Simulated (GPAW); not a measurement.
# Ru (P6_3/mmc) in GPAW: a series of runs

Aim: see how the results for Ru move with the level of theory and the settings. Levels: RPBE+D4, revPBE+D3(BJ). Tasks: relaxation of cell and atoms.

Everything below comes from runs of GPAW 26.7.0. Logs are shortened: lines on timing, memory, paths and dates and some standing lists are left out, and cuts for length are marked. The log counts tension as positive stress, the text compression.

### Step 1. Starting point

The structure is hexagonal, space group P6_3/mmc (No. 194). The conventional cell has a = 2.706 Å, b = 2.706 Å, c = 4.282 Å, α = 90.00°, β = 90.00°, γ = 120.00°. Ru (site symmetry -6m2) is surrounded by 12 Ru at 2.65 to 2.71 Å.

### Step 2. Relaxation of cell and atoms, RPBE+D4, target pressure -1 GPa, at which the enthalpy is minimised

File run.py:

```python
from ase.calculators.mixing import SumCalculator
from ase.filters import FrechetCellFilter
from ase.io import read, write
from ase.optimize import BFGS
from ase.units import GPa
from dftd4.ase import DFTD4
from gpaw import GPAW, PW

atoms = read('POSCAR')

calc = GPAW(mode=PW(600),
            xc='RPBE',
            kpts={'size': (11, 11, 6), 'gamma': True},
            occupations={'name': 'fermi-dirac', 'width': 0.05},
            nbands=29,
            convergence={'density': 1e-05, 'forces': 0.0001},
            maxiter=150,
            txt='gpaw.txt')
atoms.calc = SumCalculator([calc, DFTD4(method='rpbe')])
opt = BFGS(FrechetCellFilter(atoms, scalar_pressure=-1 * GPa), trajectory='relax.traj', logfile='-')
done = opt.run(fmax=0.01, steps=60)
calc.write('gs.gpw')
write('result.traj', atoms)
print('Converged:', done)
print('Cell:', atoms.cell.cellpar().round(4))
print('Volume:', round(atoms.get_volume(), 4))
print(atoms.get_scaled_positions().round(5))
```

File POSCAR:

```
Ru
1.0
    2.7058000000      0.0000000000      0.0000000000
   -1.3529000000      2.3432915376      0.0000000000
    0.0000000000      0.0000000000      4.2819000000
Ru
2
Direct
    0.6666666667      0.3333333333      0.7500000000
    0.3333333333      0.6666666667      0.2500000000
```

Potentials or basis: the program's PAW data sets (release 1.2.1) made for this functional, pw.

On the command line:

```console
OMP_NUM_THREADS=1 python run.py
```

gpaw.txt:

```text
__  _  _
 | _ |_)|_||  |
 |__||  | ||/\| - 26.7.0

Input parameters:
  mode=PW(ecut=600.0),
  convergence={'density': 1e-05, 'forces': 0.0001},
  kpts=MonkhorstPack(size=(11, 11, 6), gamma=True),
  maxiter=150,
  nbands=29,
  occupations=Occupations(name='fermi-dirac', width=0.05),
  xc=XC(name='RPBE')

Diagonalizing LCAO Hamiltonian
Converting LCAO to pw mode

          Ru

        Ru

Atoms  # Å, Bohr magnetons
|   | symbol |         x |        y |        z |    initial magnetic moments |
|---|--------|-----------|----------|----------|-----------------------------|
| 0 |     Ru |  1.352900 | 0.781097 | 3.211425 | ( 0.0000,  0.0000,  0.0000) |
| 1 |     Ru | -0.000000 | 1.562194 | 1.070475 | ( 0.0000,  0.0000,  0.0000) |

Unit cell  # Å
| periodic |         x |        y |        z |  lengths |     angles |
|----------|-----------|----------|----------|----------|------------|
|      yes |  2.705800 | 0.000000 | 0.000000 | 2.705800 |  90.000000 |
|      yes | -1.352900 | 2.343292 | 0.000000 | 2.705800 |  90.000000 |
|      yes |  0.000000 | 0.000000 | 4.281900 | 4.281900 | 120.000000 |

Number of symmetries: 12
Symmetry operations  # r_c * U_cc + t_c -> r_c
|    | kind |            matrix            |
|----|------|------------------------------|
|  0 |  σ   |  1, 1, 0,  0,-1, 0,  0, 0, 1 |
|  1 |  S6  |  1, 1, 0, -1, 0, 0,  0, 0,-1 |
|  2 |  E   |  1, 0, 0,  0, 1, 0,  0, 0, 1 |
|  3 |  C2  |  1, 0, 0, -1,-1, 0,  0, 0,-1 |
|  4 |  C2  |  0, 1, 0,  1, 0, 0,  0, 0,-1 |
|  5 |  C3  |  0, 1, 0, -1,-1, 0,  0, 0, 1 |
|  6 |  S6  |  0,-1, 0,  1, 1, 0,  0, 0,-1 |
|  7 |  σ   |  0,-1, 0, -1, 0, 0,  0, 0, 1 |
|  8 |  σ   | -1, 0, 0,  1, 1, 0,  0, 0, 1 |
|  9 |  i   | -1, 0, 0,  0,-1, 0,  0, 0,-1 |
| 10 |  C3  | -1,-1, 0,  1, 0, 0,  0, 0, 1 |
| 11 |  C2  | -1,-1, 0,  0, 1, 0,  0, 0,-1 |
[... 110 lines left out ...]
SCF iterations
|iter     | |      energy | eigst |  dens |force |
|---------|-|-------------|-------|-------|------|
|iter:   1| |  -19.101391 | +0.19 |       |      |
|iter:   2| |  -18.782180 | -2.66 | -1.07 |      |
|iter:   3| |  -17.586342 | -1.67 | -1.12 |      |
|iter:   4| |  -17.584485 | -3.93 | -2.06 |      |
|iter:   5| |  -17.584503c| -3.94 | -2.35 |      |
|iter:   6| |  -17.584527c| -6.51 | -3.63 |      |
|iter:   7| |  -17.584532c| -6.90 | -3.95 |      |
|iter:   8| |  -17.584532c| -7.48c| -4.78 |      |
|iter:   9| |  -17.584532c| -8.67c| -5.60c|      |
|iter:  10| |  -17.584532c| -9.44c| -6.22c|-4.10c|

Converged in 10 steps
Energy contributions relative to reference atoms: (reference = -246506.125506)

Energy contributions:
  Kinetic:          -4.150285
  Coulomb:          -3.139248
  Zero:             -0.322064
  External:          0.000000
  Xc:               -9.964584
  Entropy:          -0.016700
  Spinorbit:         0.000000
  ----------------------------
  Free energy:     -17.592882
  Extrapolated:    -17.584532
[... 50 lines left out ...]
Atoms  # Å, Bohr magnetons
|   | symbol |         x |        y |        z |    initial magnetic moments |
|---|--------|-----------|----------|----------|-----------------------------|
| 0 |     Ru |  1.351558 | 0.780322 | 3.208722 | ( 0.0000,  0.0000,  0.0000) |
| 1 |     Ru | -0.000000 | 1.560644 | 1.069575 | ( 0.0000,  0.0000,  0.0000) |

Unit cell  # Å
| periodic |         x |         y |        z |  lengths |     angles |
|----------|-----------|-----------|----------|----------|------------|
|      yes |  2.703116 | -0.000000 | 0.000000 | 2.703116 |  90.000000 |
|      yes | -1.351558 |  2.340967 | 0.000000 | 2.703116 |  90.000000 |
|      yes |  0.000000 |  0.000000 | 4.278298 | 4.278298 | 120.000000 |

Number of symmetries: 12
Symmetry operations  # r_c * U_cc + t_c -> r_c
|    | kind |            matrix            |
|----|------|------------------------------|
|  0 |  σ   |  1, 1, 0,  0,-1, 0,  0, 0, 1 |
|  1 |  S6  |  1, 1, 0, -1, 0, 0,  0, 0,-1 |
|  2 |  E   |  1, 0, 0,  0, 1, 0,  0, 0, 1 |
|  3 |  C2  |  1, 0, 0, -1,-1, 0,  0, 0,-1 |
|  4 |  C2  |  0, 1, 0,  1, 0, 0,  0, 0,-1 |
|  5 |  C3  |  0, 1, 0, -1,-1, 0,  0, 0, 1 |
|  6 |  S6  |  0,-1, 0,  1, 1, 0,  0, 0,-1 |
|  7 |  σ   |  0,-1, 0, -1, 0, 0,  0, 0, 1 |
|  8 |  σ   | -1, 0, 0,  1, 1, 0,  0, 0, 1 |
|  9 |  i   | -1, 0, 0,  0,-1, 0,  0, 0,-1 |
| 10 |  C3  | -1,-1, 0,  1, 0, 0,  0, 0, 1 |
| 11 |  C2  | -1,-1, 0,  0, 1, 0,  0, 0,-1 |
[... 110 lines left out ...]
SCF iterations
|iter     | |      energy | eigst |  dens |force |
|---------|-|-------------|-------|-------|------|
|iter:   1| |  -17.580634 | -3.68 |       |      |
|iter:   2| |  -17.580488 | -6.27 | -2.77 |      |
|iter:   3| |  -17.580044c| -5.13 | -2.82 |      |
|iter:   4| |  -17.580068c| -6.88 | -3.78 |      |
|iter:   5| |  -17.580081c| -6.99 | -4.01 |      |
|iter:   6| |  -17.580081c| -8.26c| -4.90 |      |
|iter:   7| |  -17.580081c| -8.13c| -5.19c|      |
|iter:   8| |  -17.580081c| -9.28c| -6.40c|-3.79 |
|iter:   9| |  -17.580081c|-10.32c| -6.63c|-4.12c|

Converged in 9 steps
Energy contributions relative to reference atoms: (reference = -246506.125506)

Energy contributions:
  Kinetic:          -3.580847
  Coulomb:          -3.602070
  Zero:             -0.324264
  External:          0.000000
  Xc:              -10.064587
  Entropy:          -0.016625
  Spinorbit:         0.000000
  ----------------------------
  Free energy:     -17.588393
  Extrapolated:    -17.580081
[... 31 lines left out ...]
Stress tensor  # eV/Ang^3
|         x |         y |         z |
|-----------|-----------|-----------|
| -0.059314 | -0.000000 |  0.000000 |
| -0.000000 | -0.059314 |  0.000000 |
|  0.000000 |  0.000000 | -0.061088 |

Forces  # eV/Ang
|       x |       y |        z |
|---------|---------|----------|
| 0.00000 | 0.00000 | -0.00001 |  # Ru   0
| 0.00000 | 0.00000 |  0.00001 |  # Ru   1

Interpolating wave functions to new cell

          Ru

        Ru

Atoms  # Å, Bohr magnetons
|   | symbol |         x |        y |        z |    initial magnetic moments |
|---|--------|-----------|----------|----------|-----------------------------|
| 0 |     Ru |  1.350467 | 0.779692 | 3.206968 | ( 0.0000,  0.0000,  0.0000) |
| 1 |     Ru | -0.000000 | 1.559385 | 1.068991 | ( 0.0000,  0.0000,  0.0000) |

Unit cell  # Å
| periodic |         x |         y |         z |  lengths |     angles |
|----------|-----------|-----------|-----------|----------|------------|
|      yes |  2.700934 | -0.000000 | -0.000000 | 2.700934 |  90.000000 |
|      yes | -1.350467 |  2.339077 |  0.000000 | 2.700934 |  90.000000 |
|      yes | -0.000000 |  0.000000 |  4.275960 | 4.275960 | 120.000000 |

Number of symmetries: 12
Symmetry operations  # r_c * U_cc + t_c -> r_c
|    | kind |            matrix            |
|----|------|------------------------------|
|  0 |  σ   |  1, 1, 0,  0,-1, 0,  0, 0, 1 |
|  1 |  S6  |  1, 1, 0, -1, 0, 0,  0, 0,-1 |
|  2 |  E   |  1, 0, 0,  0, 1, 0,  0, 0, 1 |
|  3 |  C2  |  1, 0, 0, -1,-1, 0,  0, 0,-1 |
|  4 |  C2  |  0, 1, 0,  1, 0, 0,  0, 0,-1 |
|  5 |  C3  |  0, 1, 0, -1,-1, 0,  0, 0, 1 |
|  6 |  S6  |  0,-1, 0,  1, 1, 0,  0, 0,-1 |
|  7 |  σ   |  0,-1, 0, -1, 0, 0,  0, 0, 1 |
|  8 |  σ   | -1, 0, 0,  1, 1, 0,  0, 0, 1 |
|  9 |  i   | -1, 0, 0,  0,-1, 0,  0, 0,-1 |
| 10 |  C3  | -1,-1, 0,  1, 0, 0,  0, 0, 1 |
| 11 |  C2  | -1,-1, 0,  0, 1, 0,  0, 0,-1 |
[... 110 lines left out ...]
SCF iterations
|iter     | |      energy | eigst |  dens |force |
|---------|-|-------------|-------|-------|------|
|iter:   1| |  -17.576691 | -3.86 |       |      |
|iter:   2| |  -17.576606 | -6.43 | -2.88 |      |
|iter:   3| |  -17.576353c| -5.37 | -2.94 |      |
|iter:   4| |  -17.576368c| -7.11 | -3.88 |      |
|iter:   5| |  -17.576376c| -7.22 | -4.11 |      |
|iter:   6| |  -17.576376c| -8.40c| -5.01c|      |
|iter:   7| |  -17.576376c| -8.35c| -5.31c|-4.35c|

Converged in 7 steps
Energy contributions relative to reference atoms: (reference = -246506.125506)

Energy contributions:
  Kinetic:          -3.142764
  Coulomb:          -3.958084
  Zero:             -0.325939
  External:          0.000000
  Xc:              -10.141306
  Entropy:          -0.016565
  Spinorbit:         0.000000
  ----------------------------
  Free energy:     -17.584658
  Extrapolated:    -17.576376
[... 50 lines left out ...]
Atoms  # Å, Bohr magnetons
|   | symbol |         x |        y |        z |    initial magnetic moments |
|---|--------|-----------|----------|----------|-----------------------------|
| 0 |     Ru |  1.350417 | 0.779663 | 3.207192 | ( 0.0000,  0.0000,  0.0000) |
| 1 |     Ru | -0.000000 | 1.559327 | 1.069066 | ( 0.0000,  0.0000,  0.0000) |

Unit cell  # Å
| periodic |         x |         y |         z |  lengths |     angles |
|----------|-----------|-----------|-----------|----------|------------|
|      yes |  2.700833 | -0.000000 | -0.000000 | 2.700833 |  90.000000 |
|      yes | -1.350417 |  2.338990 |  0.000000 | 2.700833 |  90.000000 |
|      yes | -0.000000 |  0.000000 |  4.276258 | 4.276258 | 120.000000 |

Number of symmetries: 12
Symmetry operations  # r_c * U_cc + t_c -> r_c
|    | kind |            matrix            |
|----|------|------------------------------|
|  0 |  σ   |  1, 1, 0,  0,-1, 0,  0, 0, 1 |
|  1 |  S6  |  1, 1, 0, -1, 0, 0,  0, 0,-1 |
|  2 |  E   |  1, 0, 0,  0, 1, 0,  0, 0, 1 |
|  3 |  C2  |  1, 0, 0, -1,-1, 0,  0, 0,-1 |
|  4 |  C2  |  0, 1, 0,  1, 0, 0,  0, 0,-1 |
|  5 |  C3  |  0, 1, 0, -1,-1, 0,  0, 0, 1 |
|  6 |  S6  |  0,-1, 0,  1, 1, 0,  0, 0,-1 |
|  7 |  σ   |  0,-1, 0, -1, 0, 0,  0, 0, 1 |
|  8 |  σ   | -1, 0, 0,  1, 1, 0,  0, 0, 1 |
|  9 |  i   | -1, 0, 0,  0,-1, 0,  0, 0,-1 |
| 10 |  C3  | -1,-1, 0,  1, 0, 0,  0, 0, 1 |
| 11 |  C2  | -1,-1, 0,  0, 1, 0,  0, 0,-1 |
[... 102 lines left out ...]
convergence criteria:
- Maximum integral of absolute [dens]ity change: 1e-05 electrons / valence electron
- Maximum change in the atomic [forces] across last 2 cycles: 0.0001 eV/Ang OR
Maximum error relative to the maximum force is below inf
- Maximum [total energy] change in last 3 cyles: 0.0005 eV / valence electron
- Maximum integral of absolute [eigenst]ate change: 4e-08 eV^2 / valence electron
maximum number of iterations: 150

SCF iterations
|iter     | |      energy | eigst |  dens |force |
|---------|-|-------------|-------|-------|------|
|iter:   1| |  -17.576370 | -5.69 |       |      |
|iter:   2| |  -17.576370 | -7.56c| -4.26 |      |
|iter:   3| |  -17.576371c| -8.11c| -4.29 |      |
|iter:   4| |  -17.576371c| -8.64c| -4.92 |      |
|iter:   5| |  -17.576371c| -9.03c| -5.39c|      |
|iter:   6| |  -17.576371c|-10.01c| -6.24c|-4.64c|

Converged in 6 steps
Energy contributions relative to reference atoms: (reference = -246506.125506)

Energy contributions:
  Kinetic:          -3.142279
  Coulomb:          -3.958348
  Zero:             -0.326018
  External:          0.000000
  Xc:              -10.141444
  Entropy:          -0.016563
  Spinorbit:         0.000000
  ----------------------------
  Free energy:     -17.584653
  Extrapolated:    -17.576371
[... 38 lines left out ...]
Forces  # eV/Ang
|        x |        y |        z |
|----------|----------|----------|
|  0.00000 |  0.00000 |  0.00001 |  # Ru   0
| -0.00000 | -0.00000 | -0.00001 |  # Ru   1

# Writing to gs.gpw (mode='')
```

Run time: 74 s. Hardware: 1 thread of Intel Xeon Platinum 8375C at 2.90GHz (Ice Lake), shared host; peak memory 0.23 GiB.

What came out:

| Item | Value |
| --- | --- |
| Free energy | -19.5811 eV |
| Relaxed volume | 13.51 Å³/atom |
| Relaxed cell | a = 2.701 Å, b = 2.701 Å, c = 4.276 Å, α = 90.00°, β = 90.00°, γ = 120.00° |
| Space group after relaxing (to 0.05 Å) | P6_3/mmc (No. 194) |
| Energy change on relaxing (the enthalpy is what falls) | -0.7 meV/atom |
| Ionic steps | 4 |
| Pressure after relaxing | -1.0 GPa |
| Band gap on the k mesh | none (metal or under the smearing width) |
| Dispersion energy per atom | -0.998 eV |

Stress tensor (GPa, compression positive):
```
-1.03  0.00  0.00
 0.00 -1.03  0.00
 0.00  0.00 -0.91
```

Step by step:
```csv
step,energy change (eV),largest force (eV/Å),pressure (GPa),volume (Å³)
1,0.0000,0.0001,-2.56,27.15
2,-0.0009,0.0000,-1.67,27.07
3,-0.0013,0.0000,-0.99,27.01
4,-0.0013,0.0000,-0.99,27.01
```

Final structure:
```yaml
crystal:
  lattice:
    - [2.70083, 0.00000, 0.00000]
    - [-1.35042, 2.33899, 0.00000]
    - [0.00000, 0.00000, 4.27626]
  atoms:
    - { symbol: Ru, position: [0.66667, 0.33333, 0.75000] }
    - { symbol: Ru, position: [0.33333, 0.66667, 0.25000] }
```

Caveat: later steps reuse the first step's grids; pairwise dispersion overbinds metals, which lowers pressure and volume.

### Step 3. Relaxation of cell and atoms, revPBE+D3(BJ), target pressure 1 GPa, at which the enthalpy is minimised

File run.py:

```python
from ase.calculators.mixing import SumCalculator
from ase.filters import FrechetCellFilter
from ase.io import read, write
from ase.optimize import FIRE
from ase.units import GPa
from dftd3.ase import DFTD3
from gpaw import GPAW, PW

atoms = read('POSCAR')

calc = GPAW(mode=PW(600),
            xc='revPBE',
            kpts={'size': (11, 11, 6), 'gamma': True},
            occupations={'name': 'fermi-dirac', 'width': 0.05},
            nbands=29,
            convergence={'density': 1e-05, 'forces': 0.0001},
            maxiter=150,
            txt='gpaw.txt')
atoms.calc = SumCalculator([calc, DFTD3(method='revpbe', damping='d3bj')])
opt = FIRE(FrechetCellFilter(atoms, scalar_pressure=1 * GPa), trajectory='relax.traj', logfile='-')
done = opt.run(fmax=0.05, steps=100)
calc.write('gs.gpw')
write('result.traj', atoms)
print('Converged:', done)
print('Cell:', atoms.cell.cellpar().round(4))
print('Volume:', round(atoms.get_volume(), 4))
print(atoms.get_scaled_positions().round(5))
```

POSCAR is that of step 2.

Potentials or basis: the program's PAW data sets (release 1.2.1) made for this functional, pw.

On the command line:

```console
OMP_NUM_THREADS=1 python run.py
```

Run time: 1.8 min. Hardware: 1 thread of Intel Xeon Platinum 8375C at 2.90GHz (Ice Lake), shared host; peak memory 0.35 GiB.

The run converged. Its results:

```
Free energy                                            : -20.2545 eV
Relaxed volume                                         : 13.22 Å³/atom
Relaxed cell                                           : a = 2.681 Å, b = 2.681 Å, c = 4.246 Å, α = 90.00°, β = 90.00°, γ = 120.00°
Space group after relaxing (to 0.05 Å)                 : P6_3/mmc (No. 194)
Energy change on relaxing (the enthalpy is what falls) : -6.6 meV/atom
Ionic steps                                            : 6
Pressure after relaxing                                : 1.2 GPa
Band gap on the k mesh                                 : none (metal or under the smearing width)
Dispersion energy per atom                             : -1.214 eV
```

Stress tensor (GPa, compression positive):
```
1.09 0.00 0.00
0.00 1.09 0.00
0.00 0.00 1.53
```

Step by step:
```csv
step,energy change (eV),largest force (eV/Å),pressure (GPa),volume (Å³)
1,0.0000,0.0000,-7.36,27.15
2,-0.0099,0.0000,-4.06,26.86
3,-0.0129,0.0000,1.59,26.41
4,-0.0130,0.0000,1.52,26.41
5,-0.0131,0.0000,1.40,26.42
6,-0.0132,0.0000,1.24,26.44
```

Final structure:
```xyz
2
Lattice="2.6813 0.0000 0.0000 -1.3406 2.3221 0.0000 0.0000 0.0000 4.2461" Properties=species:S:1:pos:R:3 pbc="T T T"
Ru    1.3406    0.7740    3.1846
Ru    0.0000    1.5480    1.0615
```

Levels at points of the mesh, in eV from the Fermi level:
```csv
k point,band 12,band 13,band 14,band 15,band 16,band 17,band 18,band 19,band 20,band 21
"(0.00, 0.00, 0.00)",-2.62,-2.44,-1.91,-1.91,-1.36,-1.36,1.28,1.28,1.43,10.73
"(0.00, 0.00, 0.50)",-2.78,-2.78,-2.78,-2.70,-2.70,0.63,0.63,0.63,0.63,14.88
```

Caveat: later steps reuse the first step's grids; pairwise dispersion overbinds metals, which lowers pressure and volume.
